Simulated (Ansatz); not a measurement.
The system is PbS (Galena).

```xyz
2
Lattice="0.0000 2.9657 2.9657 2.9657 0.0000 2.9657 2.9657 2.9657 0.0000" Properties=species:S:1:pos:R:3 pbc="T T T"
Pb    0.0000    0.0000    0.0000
S     2.9657    2.9657    2.9657
```

Base run:

```yaml
Program: Ansatz 0.2.0
Functional: PBE
Potentials_or_basis: Ansatz PAW
Cutoff: 250 eV
Density_cutoff: 1000 eV
k_mesh: 8 × 8 × 8
Occupations: fermi-dirac, width 0.05 eV
Spin: no spin polarisation
```

Its results: band gap on the k mesh 0.42 eV, direct.

Q: After a change of settings the same cell gave: band gap on the k mesh 0.25 eV, direct. Which change was it?
A. functional from PBE to r2SCAN; cutoff from 250 eV to 500 eV (not typed: the program's choice for these potentials)
B. functional from PBE to m-r2SCAN; cutoff from 250 eV to 500 eV (not typed: the program's choice for these potentials)
C. functional from PBE to PBEsol; cutoff from 250 eV to 420 eV (not typed: the program's choice for these potentials); occupations from fermi-dirac, width 0.05 eV to fixed

A: C.

Caveats: spin-orbit coupling is left out, which as a rule narrows the gap of such compounds by several tenths of an eV; the cutoff lies under the one recommended for these potentials (some runs); the gap is small at this level, which inflates the dielectric constant (some runs).
